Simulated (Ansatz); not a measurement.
# ScAl: how settings move the results

The task, for ScAl: test the k-point mesh.

Computed with Ansatz 0.2.0 (DFT PBEsol, scalar-relativistic, plane waves, PAW, unless a step's input says otherwise).

2 further runs of the same task are left out: 1 for a known fault of the program, 1 set aside as unsound or not needed.

## Step 1: Starting point

Symmetry: Pm-3m, No. 221, cubic system. Conventional cell: a = 3.370 Å, b = 3.370 Å, c = 3.370 Å, α = 90.00°, β = 90.00°, γ = 90.00°. Around Sc (site symmetry m-3m) lie 8 Al at 2.92 Å. Al (site symmetry m-3m) has 8 Sc at 2.92 Å as nearest neighbours.

As a file:

```xyz
2
Lattice="3.3703 0.0000 0.0000 0.0000 3.3703 0.0000 0.0000 0.0000 3.3703" Properties=species:S:1:pos:R:3 pbc="T T T"
Sc    1.6852    1.6852    1.6852
Al    0.0000    0.0000    0.0000
```

The structure comes from the Materials Project (structure only); it is used as listed.

## Step 2: The base input

File input.yaml:

```yaml
crystal:
  lattice:
    - [3.37034897, 0.0, 0.0]
    - [0.0, 3.37034897, 0.0]
    - [0.0, 0.0, 3.37034897]
  atoms:
    - { symbol: Sc, position: [0.5, 0.5, 0.5] }
    - { symbol: Al, position: [0.0, 0.0, 0.0] }
basis:
  ecutwfc: 420
kpoints:
  mp_grid: { grid: [12, 12, 12] }
hamiltonian:
  xc: pbesol
scf:
  occupations: { method: gaussian, width: 0.1 }
output:
  forces: true
  stress: true
  eigenvalues: true
  populations: true
  write_density: true
  write_potential: true
  elf: true
  volumetric_format: npy
```

Its results, from an earlier run: -1318.4227 eV/atom at zero smearing, pressure -1.80 GPa, largest force 0.000 eV/Å, no gap on the mesh, in 7 SCF cycles and 3.8 s.

## Step 3: K-point mesh set to 1×1×1

File input.yaml:

```yaml
crystal:
  lattice:
    - [3.37034897, 0.0, 0.0]
    - [0.0, 3.37034897, 0.0]
    - [0.0, 0.0, 3.37034897]
  atoms:
    - { symbol: Sc, position: [0.5, 0.5, 0.5] }
    - { symbol: Al, position: [0.0, 0.0, 0.0] }
basis:
  ecutwfc: 420
kpoints:
  mp_grid: { grid: [1, 1, 1] }
hamiltonian:
  xc: pbesol
scf:
  occupations: { method: gaussian, width: 0.1 }
output:
  forces: true
  stress: true
  eigenvalues: true
```

Command:

```sh
$ ansatz run input.yaml --threads 1 --pin off --max-ram 2560MiB --backend cpu --events-out ev --progress --plain --runs-dir out
```

## Step 4: K-point mesh set to 2×2×2

Edit input.yaml of step 3 so:

```diff
@@ -11,3 +11,3 @@
 kpoints:
-  mp_grid: { grid: [1, 1, 1] }
+  mp_grid: { grid: [2, 2, 2] }
 hamiltonian:
```

## Step 5: K-point mesh set to 4×4×4

Edit input.yaml of step 4 so:

```diff
@@ -11,3 +11,3 @@
 kpoints:
-  mp_grid: { grid: [2, 2, 2] }
+  mp_grid: { grid: [4, 4, 4] }
 hamiltonian:
```

## Step 6: K-point mesh set to 6×6×6

Edit input.yaml of step 5 so:

```diff
@@ -11,3 +11,3 @@
 kpoints:
-  mp_grid: { grid: [4, 4, 4] }
+  mp_grid: { grid: [6, 6, 6] }
 hamiltonian:
```

## Step 7: K-point mesh: 8×8×8

Edit input.yaml of step 6 so:

```diff
@@ -11,3 +11,3 @@
 kpoints:
-  mp_grid: { grid: [6, 6, 6] }
+  mp_grid: { grid: [8, 8, 8] }
 hamiltonian:
```

## Step 8: K-point mesh: 10×10×10

Edit input.yaml of step 7 so:

```diff
@@ -11,3 +11,3 @@
 kpoints:
-  mp_grid: { grid: [8, 8, 8] }
+  mp_grid: { grid: [10, 10, 10] }
 hamiltonian:
```

## Step 9: K-point mesh: 14×14×14

Edit input.yaml of step 8 so:

```diff
@@ -11,3 +11,3 @@
 kpoints:
-  mp_grid: { grid: [10, 10, 10] }
+  mp_grid: { grid: [14, 14, 14] }
 hamiltonian:
```

## Step 10: K-point mesh: 16×16×16

Edit input.yaml of step 9 so:

```diff
@@ -11,3 +11,3 @@
 kpoints:
-  mp_grid: { grid: [14, 14, 14] }
+  mp_grid: { grid: [16, 16, 16] }
 hamiltonian:
```

## Step 11: K-point mesh set to 18×18×18

Edit input.yaml of step 10 so:

```diff
@@ -11,3 +11,3 @@
 kpoints:
-  mp_grid: { grid: [16, 16, 16] }
+  mp_grid: { grid: [18, 18, 18] }
 hamiltonian:
```

(Steps that only read results are left out.)

Q: Predict the outcome of the series: the values and the trend.

As calculated:

```
                                               quantity                         value
k-point mesh: within 10 and 1 meV/atom of 18×18×18 from  6×6×6 for 10; 10×10×10 for 1
```

**Reading.** In the sweep of the k-point mesh, 10×10×10 already comes within 1 meV/atom of the reference, and so do all later runs, at about 0.39 of the reference's time. The reference is only the best run made, not a proven limit. The gaps on the coarsest meshes are artefacts of sampling: the crystal is a metal on the dense ones. The error changes sign along the series, since a k mesh isn't variational, and a metal needs dense meshes to resolve its Fermi surface.
